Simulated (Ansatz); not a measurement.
Input of an Ansatz 0.2.0 run:

The input input.yaml:

```yaml
crystal:
  lattice:
    - [0.0, 2.702, 2.702]
    - [2.702, 0.0, 2.702]
    - [2.702, 2.702, 0.0]
  atoms:
    - { symbol: Zn, position: [0.75, 0.75, 0.75] }
    - { symbol: S, position: [0.0, 0.0, 0.0] }
kpoints:
  mp_grid: { grid: [9, 9, 9] }
scf:
  occupations: { method: gaussian, width: 0.017 }
hamiltonian:
  xc: pbe
  pseudopotentials: { kind: all_electron, lapw: { basis_error: 0.001 } }
output:
  forces: true
  stress: true
  eigenvalues: true
```

Potentials or basis: all-electron LAPW, scalar-relativistic.

The run is started by

```sh
$ ansatz run input.yaml --threads 1 --pin off --max-ram 3072MiB --backend cpu --events-out ev --progress --plain --runs-dir out
```

**Question.** Predict the pressure.

**Answer.** 1.6 GPa.

**Question.** Estimate the band gap on the k mesh.

**Answer.** 2.11 eV, direct.

**Measured values to compare with.**

“Electronic, vibrational, and thermodynamic properties of ZnS (zincblende and rocksalt structure)”, 2009, arxiv:0911.5022 quotes, for a bulk crystal of ZnS at 19 K: band gap 3.85 eV (direct).

A measured gap of ZnS is 3.85 eV (direct; 19 K; quoted in “Electronic, vibrational, and thermodynamic properties of ZnS (zincblende and rocksalt structure)”, 2009, arxiv:0911.5022); the calculated 2.11 eV misses it by -1.74 eV. The value is that of PBE, without temperature or zero-point motion. Semilocal functionals fall short of measured gaps as a rule.
